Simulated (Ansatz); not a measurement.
# AlN (F-43m) in Ansatz: notebook

One crystal, AlN, is run at these levels: SVWN5; tasks: single point, equation of state.

Program: Ansatz 0.2.0. These are calculated values, not measurements. Logs are shortened: lines on timing, memory, paths and dates and some standing lists are left out, and cuts for length are marked.

### Step 1. The crystal as given

It takes space group F-43m (No. 216, cubic). The conventional cell has a = 4.368 Å, b = 4.368 Å, c = 4.368 Å, α = 90.00°, β = 90.00°, γ = 90.00°. Al (site symmetry -43m) has 4 N at 1.89 Å as nearest neighbours. Around N (site symmetry -43m) lie 4 Al at 1.89 Å.

Measurements of this composition are mostly on another form, of space group No. 186.

### Step 2. Single point, SVWN5, 9.79 Å³/atom (volume scaled by 0.94)

Contents of input.yaml:

```yaml
crystal:
  lattice:
    - [0.0, 2.1394097525, 2.1394097525]
    - [2.1394097525, 0.0, 2.1394097525]
    - [2.1394097525, 2.1394097525, 0.0]
  atoms:
    - { symbol: Al, position: [0.0, 0.0, 0.0] }
    - { symbol: "N", position: [0.25, 0.25, 0.25] }
hamiltonian:
  xc: { exchange: slater, correlation: vwn5 }
  pseudopotentials: { kind: paw }
kpoints:
  mp_grid: { grid: [10, 10, 10] }
scf:
  occupations: { method: fermi_dirac, width: 0.05 }
output:
  forces: true
  stress: true
  eigenvalues: true
  write_density: true
  write_potential: true
  elf: true
  volumetric_format: npy
```

Potentials or basis: Ansatz PAW.

Command:

```bash
$ ansatz run input.yaml --threads 2 --pin off --max-ram 5120MiB --backend cpu --events-out ev --progress --plain --runs-dir out
```

Log:

```text
Warning: RAYON_NUM_THREADS=2 ignored (pool sized by the plan → 2); use --threads N
Engine: ansatz 0.2.0, x86_64-unknown-linux-gnu
Pseudopotentials: kind: paw
Pseudopotential: Al, paw, valence charge 3, recommended cutoff 420 eV (normal), Al.paw.azcp
Pseudopotential: N, paw, valence charge 5, recommended cutoff 420 eV (normal), N.paw.azcp
Functional definition: unnamed
  exchange = slater_x
  correlation = vwn5_c
Crystal: 2 atoms, lattice volume = 19.584 Å³
Basis set: ecut = 420 eV, 387 PW (Γ)
Bands: 8, of which v1, the nominal top of the filled ones, is band 4 counted from 1 (3 counted from 0)
Symmetry: 24 space group operations
Space group: F-43m (ITA 216), of the structure as read, at distance tolerance 2.7e-5 Å
k-points: 47 of 1000 (time reversal used)
Non-local potential: Al, projectors of the file, l = 0: 2, l = 1: 2, l = 2: 1
Non-local potential: N, projectors of the file, l = 0: 2, l = 1: 2, l = 2: 1
PAW form: soft (Blöchl's): semilocal exchange-correlation on the pseudo side does not see the compensation charge
PAW frozen core: Al, regenerated for the run's functional, and the local potential with it (the file was generated under x = pbe(κ = 0.804, μ = 0.2195149727645171), c = pbe(β = 0.06672455060314922))
PAW frozen core: N, regenerated for the run's functional, and the local potential with it (the file was generated under x = pbe(κ = 0.804, μ = 0.2195149727645171), c = pbe(β = 0.06672455060314922))
PAW one-centre angular grid: Al, 110 points (default); XC on 64 Gauss nodes
PAW one-centre angular grid: N, 110 points (default); XC on 64 Gauss nodes
Initial density: superposition of atomic densities (neutral atoms: chi_scale 0, normalization atom), corrected by the library's trained network
Initial wavefunctions: pseudopotential atomic-orbital guess
Functional: x = slater, c = vwn5
SCF iter   1: F=—  HF=-889.975807 eV  |F-HF|=—  |Δ(HF+E_count)|=         —  Δρ=8.99e-3  dr2=1.74e-2  ethr=1.77e-3  ⟨swp⟩=4.7  Hψ=2774  notcnv=0
preconditioner: auto → none  [insulator: Δε(μ)=3.141 eV  Ē_g=15.757 eV  σ=0.050 eV  W_gap=1.00  n_scr=0 (ndim 8)  ℏωp=23.7 eV  f_vac=0.000  D(μ)=0.00/eV (n_scr^D=0)  ε∞_Penn≈3.3]
SCF iter   2: F=—  HF=-889.971003 eV  |F-HF|=—  |Δ(HF+E_count)|=   4.80e-3  Δρ=4.62e-3  dr2=2.15e-3  ethr=2.17e-4  ⟨swp⟩=2.4  Hψ=991  notcnv=0
SCF iter   3: F=—  HF=-889.970284 eV  |F-HF|=—  |Δ(HF+E_count)|=   7.18e-4  Δρ=1.52e-3  dr2=1.77e-4  ethr=2.69e-5  ⟨swp⟩=2.5  Hψ=579  notcnv=0
SCF iter   4: F=—  HF=-889.970200 eV  |F-HF|=—  |Δ(HF+E_count)|=   8.37e-5  Δρ=1.30e-4  dr2=1.23e-6  ethr=2.21e-6  ⟨swp⟩=2.0  Hψ=515  notcnv=0
SCF iter   5: F=—  HF=-889.970200 eV  |F-HF|=—  |Δ(HF+E_count)|=   6.96e-8  Δρ=5.13e-6  dr2=2.00e-9  ethr=1.54e-8  ⟨swp⟩=1.9  Hψ=438  notcnv=0
SCF iter   6: F=-889.970200 eV  HF=-889.970200 eV  |F-HF|=8.64e-12  |Δ(HF+E_count)|=  8.01e-10  Δρ=7.76e-7  dr2=3.38e-11  ethr=2.50e-11  ⟨swp⟩=4.2  Hψ=1651  notcnv=0
SCF 1 converged in 6 iterations: F = -889.970200 eV  dr2 = 3.38e-11
SCF converged after 6 iterations
Free energy (F): -889.970200 eV
Harris-Foulkes:  -889.970200 eV  (|F-HF|=8.64e-12)
Internal energy: -889.970200 eV  (E = F + TS)
E sigma→0 (E₀):  -889.970200 eV
Fermi energy:    9.018578 eV
--- Per-component energies (eV) ---
  E_band       = 17.687038
  E_kinetic    = 161.594101
  E_local      = -217.802460  (includes V_loc(G=0)·N_el)
  E_nonlocal   = 58.187759
  E_hartree    = 74.712220
  E_xc         = -101.399140
  E_vxc        = -108.581008  (∫ρ·V_xc dr)
  E_paw        = -562.613744  (= ΣΔE_a)
  E_vpaw       = -25.135855  (= ΣTr[D̂ρ^β])
  E_aug_tail   = 0.000090  (compensation charges beyond the density's cutoff)
  E_ewald      = -302.784566
  E_core_change = 0.135541  (= ΣΔE_core)
  E_smearing   = -0.000000  (= −TS)
  E_closure    = 0.000000  (closes the sum)
  Σ components = -889.970200   (vs F -889.970200, Δ=0.00e0)
--- Forces (eV/Å), atoms counted from 1 ---
  atom   1  Al     0.00000000    -0.00000000     0.00000000
  atom   2  N     -0.00000000     0.00000000     0.00000000
  max |Σ_I F_I| component: 2.31e-16 eV/Å
--- Stress (GPa, compression-positive) ---
        9.971758       0.000000      -0.000000
       -0.000000       9.971758       0.000000
       -0.000000       0.000000       9.971758
  P = ⅓ Tr σ = 9.9718 GPa (99.718 kbar)
--- Band table (eV; the first three rows and the last of 47) ---
  k-point 0: bands = ["-7.8490", "7.3327", "7.3327", "7.3327", "12.1256", "20.3107", "20.3107", "20.3107"]
  k-point 1: bands = ["-7.6888", "6.5268", "7.2810", "7.2810", "12.7539", "19.9245", "20.4490", "20.4490"]
  k-point 2: bands = ["-7.2306", "4.8727", "7.1500", "7.1500", "13.8434", "19.1200", "20.3245", "20.3245"]
  k-point 46: bands = ["-4.7631", "3.0830", "4.0697", "4.5579", "13.1094", "18.4432", "20.1758", "20.5844"]
```

Run time: 0.64 s. Hardware: 2 threads of Intel Xeon at 2.60GHz (Ice Lake), shared host; peak memory 0.32 GiB.

Results:

```
Free energy            : -889.9702 eV
Pressure               : 10.0 GPa
Band gap on the k mesh : 3.27 eV, indirect (least direct gap 4.79 eV)
```

Caveat: the pressure holds a Pulay correction of +0.7 GPa for the finite cutoff; the PAW data sets come from PBE, with cores solved anew for the run's functional, which leaves a small shift of forces and pressure.

### Step 3. Single point, SVWN5, 10.00 Å³/atom (volume scaled by 0.96)

Contents of input.yaml:

```yaml
crystal:
  lattice:
    - [0.0, 2.1544765148, 2.1544765148]
    - [2.1544765148, 0.0, 2.1544765148]
    - [2.1544765148, 2.1544765148, 0.0]
  atoms:
    - { symbol: Al, position: [0.0, 0.0, 0.0] }
    - { symbol: "N", position: [0.25, 0.25, 0.25] }
hamiltonian:
  xc: { exchange: slater, correlation: vwn5 }
  pseudopotentials: { kind: paw }
kpoints:
  mp_grid: { grid: [10, 10, 10] }
scf:
  occupations: { method: fermi_dirac, width: 0.05 }
output:
  forces: true
  stress: true
  eigenvalues: true
```

Potentials or basis: Ansatz PAW.

Command:

```bash
$ ansatz run input.yaml --threads 2 --pin off --max-ram 5120MiB --backend cpu --events-out ev --progress --plain --runs-dir out
```

It took 0.54 s on 2 threads of Intel Xeon at 2.60GHz (Ice Lake), shared host; peak memory 0.32 GiB.

It converged, with:

```yaml
Free_energy: -889.9894 eV
Pressure: 4.9 GPa
Band_gap_on_the_k_mesh: 3.26 eV, indirect (least direct gap 4.60 eV)
```

Caveat: the pressure holds a Pulay correction of +0.7 GPa for the finite cutoff; the PAW data sets come from PBE, with cores solved anew for the run's functional, which leaves a small shift of forces and pressure.

### Step 4. Single point, SVWN5, 10.21 Å³/atom (volume scaled by 0.98)

Changes to input.yaml since step 3:

```diff
@@ -2,5 +2,5 @@
   lattice:
-    - [0.0, 2.1544765148, 2.1544765148]
-    - [2.1544765148, 0.0, 2.1544765148]
-    - [2.1544765148, 2.1544765148, 0.0]
+    - [0.0, 2.169335443, 2.169335443]
+    - [2.169335443, 0.0, 2.169335443]
+    - [2.169335443, 2.169335443, 0.0]
   atoms:
```

Command:

```bash
$ ansatz run input.yaml --threads 2 --pin off --max-ram 5120MiB --backend cpu --events-out ev --progress --plain --runs-dir out
```

Wall time 0.53 s (2 threads of Intel Xeon at 2.60GHz (Ice Lake), shared host); peak memory 0.32 GiB.

Results (log left out):

```yaml
Free_energy: -889.9964 eV
Pressure: 0.4 GPa
Band_gap_on_the_k_mesh: 3.26 eV, indirect (least direct gap 4.41 eV)
```

Caveat: the pressure holds a Pulay correction of +0.7 GPa for the finite cutoff; the PAW data sets come from PBE, with cores solved anew for the run's functional, which leaves a small shift of forces and pressure.

### Step 5. Single point, SVWN5, 10.42 Å³/atom

Changes to input.yaml since step 4:

```diff
@@ -2,5 +2,5 @@
   lattice:
-    - [0.0, 2.169335443, 2.169335443]
-    - [2.169335443, 0.0, 2.169335443]
-    - [2.169335443, 2.169335443, 0.0]
+    - [0.0, 2.1839935596, 2.1839935596]
+    - [2.1839935596, 0.0, 2.1839935596]
+    - [2.1839935596, 2.1839935596, 0.0]
   atoms:
@@ -19 +19,5 @@
   eigenvalues: true
+  write_density: true
+  write_potential: true
+  elf: true
+  volumetric_format: npy
```

Command:

```bash
$ ansatz run input.yaml --threads 2 --pin off --max-ram 5120MiB --backend cpu --events-out ev --progress --plain --runs-dir out
```

Wall time 0.64 s (2 threads of Intel Xeon at 2.60GHz (Ice Lake), shared host); peak memory 0.33 GiB.

It converged, with:

| Property | Result |
| --- | --- |
| Free energy | -889.9919 eV |
| Pressure | -3.7 GPa |
| Band gap on the k mesh | 3.25 eV, indirect (least direct gap 4.23 eV) |

Caveat: the pressure holds a Pulay correction of +0.7 GPa for the finite cutoff; the PAW data sets come from PBE, with cores solved anew for the run's functional, which leaves a small shift of forces and pressure.

### Step 6. Single point, SVWN5, 10.63 Å³/atom (volume scaled by 1.02)

Contents of input.yaml:

```yaml
crystal:
  lattice:
    - [0.0, 2.1984575146, 2.1984575146]
    - [2.1984575146, 0.0, 2.1984575146]
    - [2.1984575146, 2.1984575146, 0.0]
  atoms:
    - { symbol: Al, position: [0.0, 0.0, 0.0] }
    - { symbol: "N", position: [0.25, 0.25, 0.25] }
hamiltonian:
  xc: { exchange: slater, correlation: vwn5 }
  pseudopotentials: { kind: paw }
kpoints:
  mp_grid: { grid: [10, 10, 10] }
scf:
  occupations: { method: fermi_dirac, width: 0.05 }
output:
  forces: true
  stress: true
  eigenvalues: true
```

Potentials or basis: Ansatz PAW.

Command:

```bash
$ ansatz run input.yaml --threads 2 --pin off --max-ram 5120MiB --backend cpu --events-out ev --progress --plain --runs-dir out
```

Run time: 0.53 s. Hardware: 2 threads of Intel Xeon at 2.60GHz (Ice Lake), shared host; peak memory 0.32 GiB.

It converged, with:

- Free energy: -889.9773 eV
- Pressure: -7.4 GPa
- Band gap on the k mesh: 3.24 eV, indirect (least direct gap 4.06 eV)

Caveat: the pressure holds a Pulay correction of +0.7 GPa for the finite cutoff; the PAW data sets come from PBE, with cores solved anew for the run's functional, which leaves a small shift of forces and pressure.

### Step 7. Single point, SVWN5, 10.83 Å³/atom (volume scaled by 1.04)

Changes to input.yaml since step 6:

```diff
@@ -2,5 +2,5 @@
   lattice:
-    - [0.0, 2.1984575146, 2.1984575146]
-    - [2.1984575146, 0.0, 2.1984575146]
-    - [2.1984575146, 2.1984575146, 0.0]
+    - [0.0, 2.2127336128, 2.2127336128]
+    - [2.2127336128, 0.0, 2.2127336128]
+    - [2.2127336128, 2.2127336128, 0.0]
   atoms:
```

Command:

```bash
$ ansatz run input.yaml --threads 2 --pin off --max-ram 5120MiB --backend cpu --events-out ev --progress --plain --runs-dir out
```

Run time: 0.52 s. Hardware: 2 threads of Intel Xeon at 2.60GHz (Ice Lake), shared host; peak memory 0.32 GiB.

The run converged. Its results:

| Property | Result |
| --- | --- |
| Free energy | -889.9535 eV |
| Pressure | -10.8 GPa |
| Band gap on the k mesh | 3.23 eV, indirect (least direct gap 3.89 eV) |

Caveat: the pressure holds a Pulay correction of +0.6 GPa for the finite cutoff; the PAW data sets come from PBE, with cores solved anew for the run's functional, which leaves a small shift of forces and pressure.

### Step 8. Single point, SVWN5, 11.04 Å³/atom (volume scaled by 1.06)

Changes to input.yaml since step 7:

```diff
@@ -2,5 +2,5 @@
   lattice:
-    - [0.0, 2.2127336128, 2.2127336128]
-    - [2.2127336128, 0.0, 2.2127336128]
-    - [2.2127336128, 2.2127336128, 0.0]
+    - [0.0, 2.2268278375, 2.2268278375]
+    - [2.2268278375, 0.0, 2.2268278375]
+    - [2.2268278375, 2.2268278375, 0.0]
   atoms:
```

Command:

```bash
$ ansatz run input.yaml --threads 2 --pin off --max-ram 5120MiB --backend cpu --events-out ev --progress --plain --runs-dir out
```

It took 0.57 s on 2 threads of Intel Xeon at 2.60GHz (Ice Lake), shared host; peak memory 0.32 GiB.

It converged, with:

| Item | Value |
| --- | --- |
| Free energy | -889.9212 eV |
| Pressure | -13.9 GPa |
| Band gap on the k mesh | 3.22 eV, indirect (least direct gap 3.72 eV) |

Caveat: the pressure holds a Pulay correction of +0.6 GPa for the finite cutoff; the PAW data sets come from PBE, with cores solved anew for the run's functional, which leaves a small shift of forces and pressure.

### Step 9. Equation of state, SVWN5

Potentials or basis: Ansatz PAW.

No new run: the results of the series are fitted here.

Results:

```
Equilibrium volume                      : 10.23 Å³/atom
Bulk modulus                            : 210 GPa
Pressure derivative of the bulk modulus : 3.8
```

Energy against volume, from the lowest point:
```csv
volume (Å³/atom),energy (meV/atom)
9.792,13.08
10.001,3.48
10.209,0.00
10.417,2.24
10.626,9.52
10.834,21.44
11.042,37.59
```
